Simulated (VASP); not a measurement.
# SiO2 (P6_422) in VASP: reference runs

How does SiO2 come out in PBE? The cell is run as given and disturbed.

All numbers are computed with VASP 6.6.1; they aren't measurements. Logs are shortened: lines on timing, memory, paths and dates and some standing lists are left out, and cuts for length are marked.

## 1. The crystal as given

It takes space group P6_422 (No. 181, hexagonal). The conventional cell has a = 5.061 Å, b = 5.061 Å, c = 5.541 Å, α = 90.00°, β = 90.00°, γ = 120.00°. Around Si (site symmetry 222) lie 4 O at 1.61 Å. Around O (site symmetry 2) lie 2 Si at 1.61 Å.

The cell comes from a database or a generator and needn't be the stable form of this composition.

## 2. Single point, PBE

INCAR

```
ALGO = Normal
EDIFF = 1E-7
ENCUT = 520
GGA = PE
ISIF = 2
ISMEAR = -1
LASPH = T
LCHARG = F
LREAL = F
LWAVE = F
NBANDS = 34
NELM = 80
PREC = Accurate
SIGMA = 0.05
```

KPOINTS

```
k-points
0
Gamma
  6 6 5
```

POSCAR

```
SiO2
1.0
    5.0605222284      0.0000000000      0.0000000000
   -2.5302611142      4.3825408062      0.0000000000
    0.0000000000      0.0000000000      5.5413533100
Si O
3 6
Direct
    0.5000000000      0.0000000000      0.0000000000
    0.5000000000      0.5000000000      0.6666666667
    0.0000000000      0.5000000000      0.3333333333
    0.2086053700      0.7913946300      0.1666666667
    0.2086053700      0.4172107400      0.5000000000
    0.4172107400      0.2086053700      0.8333333333
    0.7913946300      0.2086053700      0.1666666667
    0.7913946300      0.5827892600      0.5000000000
    0.5827892600      0.7913946300      0.8333333333
```

Potentials or basis: VASP PAW PBE potentials, release 64 (Si, O).

On the command line:

```
cat potpaw_PBE.64/Si/POTCAR potpaw_PBE.64/O/POTCAR > POTCAR
mpirun -np 1 vasp_std > vasp.out
```

OUTCAR:

```text
EDIFF = 1E-7
   ENCUT = 520
   GGA = PE
   ISIF = 2
   ISMEAR = -1
   LASPH = T
   LREAL = F
   NELM = 80
   PREC = Accurate

 ion  position               nearest neighbor table
   1  0.500  0.000  0.000-   6 1.61   9 1.61   7 1.61   4 1.61   2 3.13   3 3.13   2 3.13   3 3.13

   2  0.500  0.500  0.667-   6 1.61   9 1.61   8 1.61   5 1.61   1 3.13   1 3.13   3 3.13   3 3.13

   3  0.000  0.500  0.333-   4 1.61   7 1.61   5 1.61   8 1.61   1 3.13   1 3.13   2 3.13   2 3.13

   4  0.209  0.791  0.167-   3 1.61   1 1.61
   5  0.209  0.417  0.500-   2 1.61   3 1.61
   6  0.417  0.209  0.833-   2 1.61   1 1.61
   7  0.791  0.209  0.167-   3 1.61   1 1.61
   8  0.791  0.583  0.500-   2 1.61   3 1.61
   9  0.583  0.791  0.833-   2 1.61   1 1.61

  LATTYP: Found a hexagonal cell.
 ALAT       =     5.0605222284
 C/A-ratio  =     1.0950160991

  Lattice vectors:

 A1 = (   5.0605222284,   0.0000000000,   0.0000000000)
 A2 = (  -2.5302611142,   4.3825408062,   0.0000000000)
 A3 = (   0.0000000000,   0.0000000000,   5.5413533100)

Analysis of symmetry for initial positions (statically):
=====================================================================
 Subroutine PRICEL returns:
 Original cell was already a primitive cell.

 Routine SETGRP: Setting up the symmetry group for a
 hexagonal supercell.

 Subroutine GETGRP returns: Found 12 space group operations
 (whereof  4 operations were pure point group operations)
 out of a pool of 24 trial point group operations.

The static configuration has the point symmetry D_2 .
 The point group associated with its full space group is D_6 .

Analysis of symmetry for dynamics (positions and initial velocities):
=====================================================================
 Subroutine PRICEL returns:
 Original cell was already a primitive cell.

 Routine SETGRP: Setting up the symmetry group for a
 hexagonal supercell.

 Subroutine GETGRP returns: Found 12 space group operations
 (whereof  4 operations were pure point group operations)
 out of a pool of 24 trial point group operations.

The dynamic configuration has the point symmetry D_2 .
 The point group associated with its full space group is D_6 .

 Subroutine INISYM returns: Found 12 space group operations
 (whereof  4 operations are pure point group operations),
 and found     1 'primitive' translations
[... 109 lines left out ...]
   IBRION =     -1    ionic relax: 0-MD 1-quasi-New 2-CG
   NFREE  =      0    steps in history (QN), initial steepest desc. (CG)
   ISIF   =      2    stress and relaxation
   ISYM   =      2    0-nonsym 1-usesym 2-fastsym
   POTIM  = 0.5000    time-step for ionic-motion
   TEBEG  =    0.0;   TEEND  =   0.0 temperature during run
   PSTRESS=    0.0 pullay stress
   NELECT =      48.0000    total number of electrons
   NUPDOWN=      -1.0000    fix difference up-down
   EMIN   =  10.00;   EMAX   =-10.00  energy-range for DOS
   EFERMI =   0.00;   METHOD = LEGACY
   ISMEAR =    -1;   SIGMA  =   0.05  broadening in eV -4-tet -1-fermi 0-gaus
   EFERMI_NEDOS =   21; number of points for ismear=-14 and -15
   IALGO  =     38    algorithm
   IMIX   =      4    mixing-type and parameters
     AMIX     =   0.40;   BMIX     =  1.00
     AMIX_MAG =   1.60;   BMIX_MAG =  1.00
  volume/ion in A,a.u.               =      13.66        92.15
  Fermi-wavevector in a.u.,A,eV,Ry     =   1.196675  2.261388 19.483963  1.432031
  Thomas-Fermi vector in A             =   2.332609
   LORBIT       =      0    0 simple, 1 ext, 2 COOP (PROOUT), +10 PAW based schemes
   GGA     = PE    functional components
   LHFCALC =     F    Hartree Fock is set to
   AEXX    =    0.0000 exact exchange contribution
   IVDW    =     0    specifies the selected vdW correction
   LEPSILON=     F    determine dielectric tensor
   LRPA    =     F    only Hartree local field effects (RPA)
 non-spin polarized calculation
  energy-cutoff  :      520.00
  volume of cell :      122.90
 maximum number of plane-waves:      3331
 NGX is ok and might be reduce to    40
   NGX = 19   NGY = 19   NGZ = 21

 number of electron      47.9999976 magnetization

 Free energy of the ion-electron system (eV)
  ---------------------------------------------------
  ext. energy  EPLUGINS =         0.00000000
  ---------------------------------------------------
  free energy    TOTEN  =       -71.06835476 eV

  energy without entropy =      -71.06835476  energy(sigma->0) =      -71.06835476

 E-fermi :   1.6955     XC(G=0):  -8.7130

 val. band max:        0.5348830918   @ k =   0.0000   0.0000   0.4000
 cond. band min:       6.2473077613   @ k =   0.0000   0.0000   0.0000
 fundamental gap:      5.7124246694
 Fermi energy:         1.6955381734

 k-point     1 :       0.0000    0.0000    0.0000
  band No.  band energies     occupation
      1     -18.9077      2.00000
      2     -17.4481      2.00000
      3     -17.4481      2.00000
      4     -16.8514      2.00000
      5     -16.7987      2.00000
      6     -16.7987      2.00000
[... 766 lines left out ...]
     33      11.7864      0.00000
     34      11.8850      0.00000

------------------------ aborting loop because EDIFF is reached ----------------------------------------

  FORCE on cell =-STRESS in cart. coord.  units (eV):
  Direction    XX          YY          ZZ          XY          YZ          ZX
  --------------------------------------------------------------------------------------
  -------------------------------------------------------------------------------------
  Total        3.9139481      3.9139481      3.8827284     -0.0000000      0.0000000      0.0000000
  in kB       51.0256446     51.0256446     50.6186368     -0.0000000      0.0000000      0.0000000
  external PRESSURE =      50.8899753 kB  Pullay stress =       0.0000000 kB

 VOLUME and BASIS-vectors are now :
 -----------------------------------------------------------------------------
  energy-cutoff  :      520.00
  volume of cell :      122.90
      direct lattice vectors                 reciprocal lattice vectors
     5.060522228  0.000000000  0.000000000     0.197608064  0.114089069  0.000000000
    -2.530261114  4.382540806  0.000000000     0.000000000  0.228178138  0.000000000
     0.000000000  0.000000000  5.541353310     0.000000000  0.000000000  0.180461332

 POSITION                                       TOTAL-FORCE (eV/Angst)
 -----------------------------------------------------------------------------------
      2.53026      0.00000      0.00000        -0.000000     -0.000000     -0.000000
      1.26513      2.19127      3.69424         0.000000     -0.000000      0.000000
     -1.26513      2.19127      1.84712        -0.000000     -0.000000     -0.000000
     -0.94678      3.46832      0.92356        -0.203922      0.117734     -0.000000
      0.00000      1.82844      2.77068         0.000000     -0.235469     -0.000000
      1.58348      0.91422      4.61779        -0.203922     -0.117734     -0.000000
      3.47704      0.91422      0.92356         0.203922     -0.117734      0.000000
      2.53026      2.55410      2.77068        -0.000000      0.235469     -0.000000
      0.94678      3.46832      4.61779         0.203922      0.117734      0.000000
 -----------------------------------------------------------------------------------
    total drift:                                0.000000     -0.000000     -0.000001

  FREE ENERGIE OF THE ION-ELECTRON SYSTEM (eV)
  ---------------------------------------------------
  free  energy   TOTEN  =       -71.0683547591 eV

  energy  without entropy=      -71.0683547590  energy(sigma->0) =      -71.06835476
```

OSZICAR:

```text
N       E                     dE             d eps       ncg     rms          rms(c)
DAV:   1     0.281235898875E+03    0.28124E+03   -0.24995E+04  1428   0.130E+03
DAV:   2    -0.617135032712E+02   -0.34295E+03   -0.33170E+03  1838   0.303E+02
DAV:   3    -0.807865245200E+02   -0.19073E+02   -0.18994E+02  1822   0.750E+01
DAV:   4    -0.809974372306E+02   -0.21091E+00   -0.21071E+00  1800   0.888E+00
DAV:   5    -0.810005132940E+02   -0.30761E-02   -0.30744E-02  1792   0.106E+00    0.259E+01
DAV:   6    -0.710618601843E+02    0.99387E+01   -0.35673E+01  1620   0.318E+01    0.124E+01
DAV:   7    -0.710640441982E+02   -0.21840E-02   -0.10913E+00  1720   0.495E+00    0.442E+00
DAV:   8    -0.710561862399E+02    0.78580E-02   -0.52353E-02  1776   0.163E+00    0.173E+00
DAV:   9    -0.710663482496E+02   -0.10162E-01   -0.30037E-02  1592   0.116E+00    0.337E-01
DAV:  10    -0.710683474231E+02   -0.19992E-02   -0.32621E-03  1656   0.299E-01    0.981E-02
DAV:  11    -0.710683421061E+02    0.53170E-05   -0.78520E-04  1760   0.168E-01    0.181E-02
DAV:  12    -0.710683519376E+02   -0.98315E-05   -0.21793E-05  1728   0.272E-02    0.171E-02
DAV:  13    -0.710683543157E+02   -0.23781E-05   -0.90243E-06  1664   0.168E-02    0.447E-03
DAV:  14    -0.710683547495E+02   -0.43379E-06   -0.46123E-07  1768   0.372E-03    0.832E-04
DAV:  15    -0.710683547591E+02   -0.95488E-08   -0.24045E-08  1216   0.944E-04
   1 F= -.71068355E+02 E0= -.71068355E+02  d E =-.280622E-10
```

Wall time 44 s (1 thread of Intel Xeon 6975P-C (Granite Rapids), shared host); peak memory 0.25 GiB.

Results:

```yaml
Free_energy: -71.0684 eV
Pressure: 5.1 GPa
Largest_force: 0.235 eV/Å
Band_gap_on_the_k_mesh: 5.71 eV, indirect (least direct gap 5.91 eV)
```

Forces on the atoms (eV/Å):
```
Si   0.000  0.000  0.000
Si   0.000  0.000  0.000
Si   0.000  0.000  0.000
O   -0.204  0.118  0.000
O    0.000 -0.235  0.000
O   -0.204 -0.118  0.000
O    0.204 -0.118  0.000
O    0.000  0.235  0.000
O    0.204  0.118  0.000
```

Caveat: an odd mesh through Γ misses points on the zone boundary, where band edges often lie.

## 3. Single point, PBE (atoms moved at random, drawn with an rms of 0.05 Å)

INCAR

```
PREC     = Accurate       # precision mode
ENCUT    = 520            # plane-wave cutoff, eV
EDIFF    = 1E-7           # SCF threshold, eV
ISMEAR   = -1             # smearing method
SIGMA    = 0.05           # smearing width, eV
LREAL    = False          # projectors in reciprocal space
LASPH    = True           # aspherical terms in the spheres
NELM     = 60             # most SCF steps
ALGO     = Normal         # electronic algorithm
ISIF     = 2              # what is computed and relaxed
LWAVE    = False          # write WAVECAR
LCHARG   = True           # write CHGCAR
GGA      = PE             # functional
LELF     = True           # ELF
LVHAR    = True         
NBANDS   = 34             # bands
```

KPOINTS

```
regular mesh
0
Gamma
  6 6 5
```

POSCAR

```
SiO2
1.0
    5.0605222284      0.0000000000      0.0000000000
   -2.5302611142      4.3825408062      0.0000000000
    0.0000000000      0.0000000000      5.5413533100
Si O
3 6
Direct
    0.5028780000     -0.0032540000     -0.0027860000
    0.5082360000      0.5028030000      0.6639440000
    0.0032410000      0.5017660000      0.3364180000
    0.2075460000      0.7795540000      0.1745310000
    0.2068240000      0.4150730000      0.5055590000
    0.4173000000      0.2110010000      0.8277000000
    0.8026010000      0.2179900000      0.1582390000
    0.7779570000      0.5910150000      0.4979760000
    0.5876150000      0.7965730000      0.8289420000
```

Potentials or basis: VASP PAW PBE potentials, release 64 (Si, O).

On the command line:

```
cat potpaw_PBE.64/Si/POTCAR potpaw_PBE.64/O/POTCAR > POTCAR
mpirun -np 1 vasp_std > vasp.out
```

OUTCAR:

```text
PREC = Accurate
   ENCUT = 520
   EDIFF = 1E-7
   ISMEAR = -1
   LREAL = False
   LASPH = True
   NELM = 60
   ISIF = 2
   GGA = PE

 ion  position               nearest neighbor table
   1  0.503  0.997  0.997-   9 1.59   7 1.63   6 1.65   4 1.66   2 3.12   3 3.14   2 3.15
   2  0.508  0.503  0.664-   8 1.52   6 1.59   9 1.62   5 1.62   3 3.10   1 3.12   3 3.13   1 3.15

   3  0.003  0.502  0.336-   4 1.55   5 1.61   7 1.62   8 1.68   2 3.10   2 3.13   1 3.14
   4  0.208  0.780  0.175-   3 1.55   1 1.66
   5  0.207  0.415  0.506-   3 1.61   2 1.62
   6  0.417  0.211  0.828-   2 1.59   1 1.65
   7  0.803  0.218  0.158-   3 1.62   1 1.63
   8  0.778  0.591  0.498-   2 1.52   3 1.68
   9  0.588  0.797  0.829-   1 1.59   2 1.62

  LATTYP: Found a hexagonal cell.
 ALAT       =     5.0605222284
 C/A-ratio  =     1.0950160991

  Lattice vectors:

 A1 = (   5.0605222284,   0.0000000000,   0.0000000000)
 A2 = (  -2.5302611142,   4.3825408062,   0.0000000000)
 A3 = (   0.0000000000,   0.0000000000,   5.5413533100)

Analysis of symmetry for initial positions (statically):
=====================================================================
 Subroutine PRICEL returns:
 Original cell was already a primitive cell.

 Routine SETGRP: Setting up the symmetry group for a
 hexagonal supercell.

 Subroutine GETGRP returns: Found  1 space group operations
 (whereof  1 operations were pure point group operations)
 out of a pool of 24 trial point group operations.

The static configuration has the point symmetry C_1 .

Analysis of symmetry for dynamics (positions and initial velocities):
=====================================================================
 Subroutine PRICEL returns:
 Original cell was already a primitive cell.

 Routine SETGRP: Setting up the symmetry group for a
 hexagonal supercell.

 Subroutine GETGRP returns: Found  1 space group operations
 (whereof  1 operations were pure point group operations)
 out of a pool of 24 trial point group operations.
[... 141 lines left out ...]
   LHFCALC =     F    Hartree Fock is set to
   AEXX    =    0.0000 exact exchange contribution
   IVDW    =     0    specifies the selected vdW correction
   LEPSILON=     F    determine dielectric tensor
   LRPA    =     F    only Hartree local field effects (RPA)
 non-spin polarized calculation
  energy-cutoff  :      520.00
  volume of cell :      122.90
 maximum number of plane-waves:      3331
 NGX is ok and might be reduce to    40
   NGX = 19   NGY = 19   NGZ = 21

 number of electron      48.0000002 magnetization

 Free energy of the ion-electron system (eV)
  ---------------------------------------------------
  ext. energy  EPLUGINS =         0.00000000
  ---------------------------------------------------
  free energy    TOTEN  =       -70.64425180 eV

  energy without entropy =      -70.64425180  energy(sigma->0) =      -70.64425180

 E-fermi :   1.7348     XC(G=0):  -8.7155

 val. band max:        0.5562112607   @ k =   0.0000   0.0000   0.4000
 cond. band min:       6.1939378106   @ k =   0.0000   0.0000   0.0000
 fundamental gap:      5.6377265499
 Fermi energy:         1.7348052812

 k-point     1 :       0.0000    0.0000    0.0000
  band No.  band energies     occupation
      1     -18.9208      2.00000
      2     -17.5503      2.00000
      3     -17.4244      2.00000
      4     -16.8163      2.00000
      5     -16.8047      2.00000
      6     -16.7375      2.00000
[... 877 lines left out ...]
     33      12.9654      0.00000
     34      13.0921      0.00000

 [... further k-points ...]

------------------------ aborting loop because EDIFF is reached ----------------------------------------

  FORCE on cell =-STRESS in cart. coord.  units (eV):
  Direction    XX          YY          ZZ          XY          YZ          ZX
  --------------------------------------------------------------------------------------
  -------------------------------------------------------------------------------------
  Total        3.6917816      5.2252038      4.8939648      1.2585335     -1.7792502     -2.1713419
  in kB       48.1292877     68.1203181     63.8019979     16.4073421    -23.1958585    -28.3075083
  external PRESSURE =      60.0172012 kB  Pullay stress =       0.0000000 kB

 VOLUME and BASIS-vectors are now :
 -----------------------------------------------------------------------------
  energy-cutoff  :      520.00
  volume of cell :      122.90
      direct lattice vectors                 reciprocal lattice vectors
     5.060522228  0.000000000  0.000000000     0.197608064  0.114089069  0.000000000
    -2.530261114  4.382540806  0.000000000     0.000000000  0.228178138  0.000000000
     0.000000000  0.000000000  5.541353310     0.000000000  0.000000000  0.180461332

 POSITION                                       TOTAL-FORCE (eV/Angst)
 -----------------------------------------------------------------------------------
      0.02280      4.36828      5.52592        -1.134546      0.766535      0.770710
      1.29972      2.20355      3.67915        -3.143203     -0.587782      1.792376
     -1.25320      2.19901      1.86421        -1.276615     -1.421756      1.502885
     -0.92218      3.41643      0.96714         1.141126      3.181725     -2.214924
     -0.00361      1.81907      2.80148        -0.624436     -0.205789      0.007016
      1.57787      0.92472      4.58658         0.629956     -1.398615      1.253334
      3.51001      0.95535      0.87686        -0.453640     -0.697889      0.056849
      2.44145      2.59015      2.75946         4.541393      0.543587     -3.158994
      0.95810      3.49101      4.59346         0.319965     -0.180017     -0.009250
 -----------------------------------------------------------------------------------
    total drift:                               -0.000562     -0.000390     -0.000344

  FREE ENERGIE OF THE ION-ELECTRON SYSTEM (eV)
  ---------------------------------------------------
  free  energy   TOTEN  =       -70.6442517978 eV

  energy  without entropy=      -70.6442517978  energy(sigma->0) =      -70.64425180
```

Run time: 3.3 min. Hardware: 1 thread of Intel Xeon 6975P-C (Granite Rapids), shared host; peak memory 0.41 GiB.

Results:

```
Free energy            : -70.6443 eV
Pressure               : 6.0 GPa
Largest force          : 5.559 eV/Å
Band gap on the k mesh : 5.64 eV, indirect (least direct gap 5.84 eV)
```

Forces on the atoms (eV/Å):
```
Si  -1.135  0.767  0.771
Si  -3.143 -0.588  1.792
Si  -1.277 -1.422  1.503
O    1.141  3.182 -2.215
O   -0.624 -0.206  0.007
O    0.630 -1.399  1.253
O   -0.454 -0.698  0.057
O    4.541  0.544 -3.159
O    0.320 -0.180 -0.009
```

Stress tensor (GPa, compression positive):
```
 4.81  1.64 -2.83
 1.64  6.81 -2.32
-2.83 -2.32  6.38
```

Caveat: an odd mesh through Γ misses points on the zone boundary, where band edges often lie.
